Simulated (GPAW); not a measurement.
# InP3 (R-3m) in GPAW: band structure with r2SCAN

Aim: the band structure of InP3 with r2SCAN.

Everything below comes from runs of GPAW 26.7.0. Logs are shortened: lines on timing, memory, paths and dates and some standing lists are left out, and cuts for length are marked. The log counts tension as positive stress, the text compression.

## 1. The structure

It takes space group R-3m (No. 166, trigonal). Conventional cell: a = 7.449 Å, b = 7.449 Å, c = 9.885 Å, α = 90.00°, β = 90.00°, γ = 120.00°. In (site symmetry 3m) is surrounded by 6 P at 2.64 to 2.90 Å. P (site symmetry m) is surrounded by 2 P at 2.20 Å.

## 2. Band structure, r2SCAN

run.py

```python
from ase import Atoms
from ase.dft.bandgap import bandgap
from ase.io import write
from ase.units import GPa
from gpaw import GPAW, PW

atoms = Atoms(['In', 'In', 'P', 'P', 'P', 'P', 'P', 'P'],
              cell=[[3.7245, 2.1503410776, 3.295],
                    [-3.7245, 2.1503410776, 3.295],
                    [0.0, -4.3006821552, 3.295]],
              scaled_positions=[[0.7245, 0.7245, 0.7245],
                                [0.2755, 0.2755, 0.2755],
                                [0.2037, 0.2037, 0.7586],
                                [0.7586, 0.2037, 0.2037],
                                [0.2037, 0.7586, 0.2037],
                                [0.2414, 0.7963, 0.7963],
                                [0.7963, 0.7963, 0.2414],
                                [0.7963, 0.2414, 0.7963]],
              pbc=True)

calc = GPAW(mode=PW(600),
            xc='MGGA_X_R2SCAN+MGGA_C_R2SCAN',
            kpts={'size': (4, 4, 4), 'gamma': True},
            occupations={'name': 'fermi-dirac', 'width': 0.05},
            nbands=47,
            convergence={'density': 1e-05, 'energy': 1e-05},
            maxiter=150,
            txt='gpaw.txt')
atoms.calc = calc
energy = atoms.get_potential_energy()
forces = atoms.get_forces()
stress = atoms.get_stress()
calc.write('gs.gpw')
write('result.traj', atoms)
print(f'Energy: {energy:.6f} eV')
print('Forces (eV/A):')
print(forces.round(4))
print('Stress (GPa):', (stress / GPa).round(3))
print('Fermi level:', round(calc.get_fermi_level(), 4), 'eV')
print(f'Gap: {bandgap(calc)[0]:.4f} eV, direct: {bandgap(calc, direct=True)[0]:.4f} eV')

path = atoms.cell.bandpath('GLB1,BZGX,QFP1Z,LP', npoints=100, eps=1e-4)
bs_calc = calc.fixed_density(kpts=path, symmetry='off', nbands=75,
                             convergence={'bands': 'CBM+6.0', 'eigenstates': 1e-6}, txt='bands.txt')
bs = bs_calc.band_structure()
bs.write('bs.json')
print(f'Gap on the path: {bandgap(bs_calc)[0]:.4f} eV')
```

Potentials or basis: GPAW PAW data sets (gpaw-data 1.2.1), pw.

Command:

```bash
$ OMP_NUM_THREADS=1 python run.py
```

gpaw.txt:

```text
__  _  _
 | _ |_)|_||  |
 |__||  | ||/\| - 26.7.0

Input parameters:
  mode=PW(ecut=600.0),
  convergence={'density': 1e-05, 'energy': 1e-05},
  kpts=MonkhorstPack(size=(4, 4, 4), gamma=True),
  maxiter=150,
  nbands=47,
  occupations=Occupations(name='fermi-dirac', width=0.05),
  xc=XC(name='MGGA_X_R2SCAN+MGGA_C_R2SCAN')

Diagonalizing LCAO Hamiltonian
Converting LCAO to pw mode

             InP

        P         P
         P         P

            PIn

Atoms  # Å, Bohr magnetons
|   | symbol |         x |         y |        z |    initial magnetic moments |
|---|--------|-----------|-----------|----------|-----------------------------|
| 0 |     In |  0.000000 |  0.000000 | 7.161682 | ( 0.0000,  0.0000,  0.0000) |
| 1 |     In | -0.000000 |  0.000000 | 2.723318 | ( 0.0000,  0.0000,  0.0000) |
| 2 |      P |  0.000000 | -2.386449 | 3.841970 | ( 0.0000,  0.0000,  0.0000) |
| 3 |      P |  2.066725 |  1.193224 | 3.841970 | ( 0.0000,  0.0000,  0.0000) |
| 4 |      P | -2.066725 |  1.193224 | 3.841970 | ( 0.0000,  0.0000,  0.0000) |
| 5 |      P | -2.066725 | -1.193224 | 6.043030 | ( 0.0000,  0.0000,  0.0000) |
| 6 |      P | -0.000000 |  2.386449 | 6.043030 | ( 0.0000,  0.0000,  0.0000) |
| 7 |      P |  2.066725 | -1.193224 | 6.043030 | ( 0.0000,  0.0000,  0.0000) |

Unit cell  # Å
| periodic |         x |         y |        z |  lengths |    angles |
|----------|-----------|-----------|----------|----------|-----------|
|      yes |  3.724500 |  2.150341 | 3.295000 | 5.417831 | 86.857537 |
|      yes | -3.724500 |  2.150341 | 3.295000 | 5.417831 | 86.857537 |
|      yes |  0.000000 | -4.300682 | 3.295000 | 5.417831 | 86.857537 |

Number of symmetries: 12
Symmetry operations  # r_c * U_cc + t_c -> r_c
|    | kind |            matrix            |
|----|------|------------------------------|
|  0 |  E   |  1, 0, 0,  0, 1, 0,  0, 0, 1 |
|  1 |  σ   |  1, 0, 0,  0, 0, 1,  0, 1, 0 |
|  2 |  σ   |  0, 1, 0,  1, 0, 0,  0, 0, 1 |
|  3 |  C3  |  0, 1, 0,  0, 0, 1,  1, 0, 0 |
|  4 |  C3  |  0, 0, 1,  1, 0, 0,  0, 1, 0 |
|  5 |  σ   |  0, 0, 1,  0, 1, 0,  1, 0, 0 |
|  6 |  C2  |  0, 0,-1,  0,-1, 0, -1, 0, 0 |
|  7 |  S6  |  0, 0,-1, -1, 0, 0,  0,-1, 0 |
|  8 |  S6  |  0,-1, 0,  0, 0,-1, -1, 0, 0 |
|  9 |  C2  |  0,-1, 0, -1, 0, 0,  0, 0,-1 |
| 10 |  C2  | -1, 0, 0,  0, 0,-1,  0,-1, 0 |
| 11 |  i   | -1, 0, 0,  0,-1, 0,  0, 0,-1 |

BZ-sampling:
  Number of BZ points: 64
  Number of IBZ points: 13

  Monkhorst-Pack size: [4, 4, 4]
  Monkhorst-Pack shift: [0.125, 0.125, 0.125]

K-points  # in reciprocal-cell coordinates
|     |                                coordinates |     weight |
|-----|--------------------------------------------|------------|
|   0 | (  0.00000000,   0.00000000,   0.00000000) | 0.01562500 |
|   1 | (  0.25000000,   0.00000000,  -0.25000000) | 0.09375000 |
|   2 | (  0.25000000,   0.00000000,   0.00000000) | 0.09375000 |
|   3 | (  0.25000000,   0.25000000,  -0.25000000) | 0.09375000 |
|   4 | (  0.25000000,   0.25000000,   0.00000000) | 0.09375000 |
|   5 | (  0.25000000,   0.25000000,   0.25000000) | 0.03125000 |
|   6 | (  0.50000000,   0.00000000,   0.00000000) | 0.04687500 |
|   7 | (  0.50000000,   0.25000000,  -0.25000000) | 0.09375000 |
|   8 | (  0.50000000,   0.25000000,   0.00000000) | 0.18750000 |
|   9 | (  0.50000000,   0.25000000,   0.25000000) | 0.09375000 |
| ... |                                            |            |
|  12 | (  0.50000000,   0.50000000,   0.50000000) | 0.01562500 |

Plane wave coefficients: 5324
Cutoff: 600.0 eV

Spin-components: 1 (collinear spins)
Bands:           47
Projectors:      42
Spin-degeneracy: 2
Datatype:        complex128

Parallelization:
  kpt:    1
  domain: 1
  band:   1

Density:
  Valence electrons: 56.0
  Components: 1
  Grid points: [32 32 32]
  Charge: 0.0  # |e|

Potential:
  Grid points: [32 32 32]

species:
  In:
    name:    Indium
    Z:       49.0
    valence: 13
    core:    36
    charge:  0.0  # [|e|]
    compensation charges:
      type: gauss
      rc: 0.36  # [Å]
      lmax: 2
    cutoffs:
      filter: 2.09  # [Å]
      core: 2.48  # [Å]
    projectors
    | kind |    occ | energy [eV] | rcut [Å] |
    |------|--------|-------------|----------|
    |   5s |  2.000 |      -8.203 |    1.185 |
    |   5p |  1.000 |      -2.521 |    1.244 |
    |   4d | 10.000 |     -18.629 |    1.148 |
    |    s |        |      19.008 |    1.185 |
    |    p |        |      24.691 |    1.244 |
    |    d |        |       8.583 |    1.148 |

    Using partial waves for In as LCAO basis

  P:
    name:    Phosphorus
    Z:       15.0
    valence: 5
    core:    10
    charge:  0.0  # [|e|]
    compensation charges:
      type: gauss
      rc: 0.30  # [Å]
      lmax: 2
    cutoffs:
      filter: 1.69  # [Å]
      core: 1.81  # [Å]
    projectors
    | kind |    occ | energy [eV] | rcut [Å] |
    |------|--------|-------------|----------|
    |   3s |  2.000 |     -13.968 |    0.953 |
    |   3p |  3.000 |      -5.506 |    0.953 |
    |    s |        |      13.244 |    0.953 |
    |    p |        |      21.705 |    0.953 |
    |    d |        |       0.000 |    0.953 |

    Using partial waves for P as LCAO basis

Reference energy: -375768.321272  # eV

eigensolver:
  PPCG
  Converge bands: occupied
  niter=2

density mixing:
  MSR1-Mixer
  Pratt-step length: 0.05
  Maximum mixing coefficient: 0.75
  Old densities: 10
  SVD Regularization: 0.005
  Good broyden scale: 1.0
  Trust region scale: 1.0
  Backstep threshold: 4.0
  History deletion threshold: 6.0
  Fourier metric: weight=20.0, sigma=0.015

occupation numbers:
  Fermi-Dirac:
    width: 0.0500  # eV

poisson solver:
  ecut: 4800.0  # eV

xc functional:
  name: MGGA_X_R2SCAN+MGGA_C_R2SCAN with 2 nearest neighbor stencil

convergence criteria:
- Maximum integral of absolute [dens]ity change: 1e-05 electrons / valence electron
- Maximum [total energy] change in last 3 cyles: 1e-05 eV / valence electron
- Maximum integral of absolute [eigenst]ate change: 4e-08 eV^2 / valence electron
maximum number of iterations: 150

SCF iterations
|iter     | |      energy | eigst |  dens |
|---------|-|-------------|-------|-------|
|iter:   1| |  -95.395526 | +0.39 |       |
|iter:   2| |  -88.170028 | -1.08 | -1.18 |
|iter:   3| |-530737.227002 | +5.11 | -1.15 |
|iter:   4| |    0.206550 | +2.09 | +1.51 |
|iter:   5| |  -82.148868 | +1.15 | -0.58 |
|iter:   6| |  -88.014271 | -0.43 | -1.51 |
|iter:   7| |  -88.073104 | -2.35 | -1.92 |
|iter:   8| |  -88.071164 | -3.48 | -2.14 |
|iter:   9| |  -88.071070 | -4.92 | -2.63 |
|iter:  10| |  -88.070769c| -5.03 | -2.90 |
|iter:  11| |  -88.070720c| -5.97 | -3.35 |
|iter:  12| |  -88.070700c| -6.37 | -3.60 |
|iter:  13| |  -88.070699c| -7.70c| -4.17 |
|iter:  14| |  -88.070698c| -8.35c| -4.48 |
|iter:  15| |  -88.070698c| -8.01c| -4.86 |
|iter:  16| |  -88.070698c| -8.83c| -5.86c|

Converged in 16 steps
Energy contributions relative to reference atoms: (reference = -375768.321272)

Energy contributions:
  Kinetic:          65.878062
  Coulomb:         -58.363489
  Zero:             -0.140708
  External:          0.000000
  Xc:              -95.441500
  Entropy:          -0.006128
  Spinorbit:         0.000000
  ----------------------------
  Free energy:     -88.073762
  Extrapolated:    -88.070698

dipole moment: (0.000000, -0.000000, 0.000019)  # |e|*Ang

Fermi level: 6.704
Eigenvalues  # (at kpt = [0.000, 0.000, 0.000])
| band index |      eig [eV] | occ [0-2] |
|------------|---------------|-----------|
|          0 |        -8.493 |     2.000 |
|        ... |               |           |
|         22 |         3.232 |     2.000 |
|         23 |         4.216 |     2.000 |
|         24 |         4.216 |     2.000 |
|         25 |         4.645 |     2.000 |
|         26 |         5.763 |     2.000 |
|         27 |         5.763 |     2.000 |
[... 8 lines left out ...]
|         36 |        13.213 |     0.000 |
|         37 |        14.125 |     0.000 |
|        ... |               |           |
|         46 |        17.163 |     0.000 |

No gap
No difference between direct/indirect transitions

Forces  # eV/Ang
|        x |        y |        z |
|----------|----------|----------|
|  0.00000 |  0.00000 |  0.02369 |  # In   0
|  0.00000 |  0.00000 | -0.02369 |  # In   1
| -0.00000 |  0.05000 | -0.06148 |  # P    2
| -0.04330 | -0.02500 | -0.06148 |  # P    3
|  0.04330 | -0.02500 | -0.06148 |  # P    4
|  0.04330 |  0.02500 |  0.06148 |  # P    5
|  0.00000 | -0.05000 |  0.06148 |  # P    6
| -0.04330 |  0.02500 |  0.06148 |  # P    7

Stress tensor  # eV/Ang^3
|         x |         y |         z |
|-----------|-----------|-----------|
| -0.010763 |  0.000000 | -0.000000 |
|  0.000000 | -0.010763 |  0.000000 |
| -0.000000 |  0.000000 | -0.010997 |

# Writing to gs.gpw (mode='')
```

Run time: 20 min. Hardware: 1 thread of Arm Neoverse V1, shared host; peak memory 1.2 GiB.

Results:

```yaml
Free_energy: -88.0738 eV
Pressure: 1.7 GPa
Largest_force: 0.079 eV/Å
Band_gap_along_the_path: none (metal or under the smearing width)
```

Forces in eV/Å, atoms in the order of the input:
```
In   0.000  0.000  0.024
In   0.000  0.000 -0.024
P    0.000  0.050 -0.061
P   -0.043 -0.025 -0.061
P    0.043 -0.025 -0.061
P    0.043  0.025  0.061
P    0.000 -0.050  0.061
P   -0.043  0.025  0.061
```

Levels at the corners of the path, in eV from the Fermi level:
```
point  band 25  band 26  band 27  band 28  band 29  band 30  band 31  band 32
    Γ    -2.49    -2.06    -0.94    -0.94    -0.22    -0.07     2.17     2.48
    L    -2.71    -1.75    -1.29    -1.25     0.47     2.69     2.84     3.24
   B1    -0.40    -0.24    -0.06     0.01     1.89     1.92     2.00     2.10
    B    -0.40    -0.24    -0.06     0.01     1.89     1.92     2.00     2.10
    Z    -0.18    -0.18     0.03     0.03     1.76     1.90     1.90     2.11
    Γ    -2.49    -2.06    -0.94    -0.94    -0.22    -0.07     2.17     2.48
    X    -1.60    -0.98    -0.72    -0.22     1.44     1.65     2.43     2.61
    Q    -1.60    -0.98    -0.72    -0.22     1.44     1.65     2.43     2.61
    F    -1.57    -0.95    -0.75    -0.19     1.42     1.61     2.42     2.60
   P1    -0.35    -0.22    -0.03     0.01     1.86     1.92     1.97     2.10
    Z    -0.18    -0.18     0.03     0.03     1.76     1.90     1.90     2.11
    L    -2.71    -1.75    -1.29    -1.25     0.47     2.69     2.84     3.24
    P    -0.35    -0.22    -0.03     0.01     1.86     1.92     1.97     2.10
```

Caveat: the PAW data sets were made with another functional, which shifts forces and pressure a little; spin-orbit coupling is left out, which moves the levels of the heavy elements.
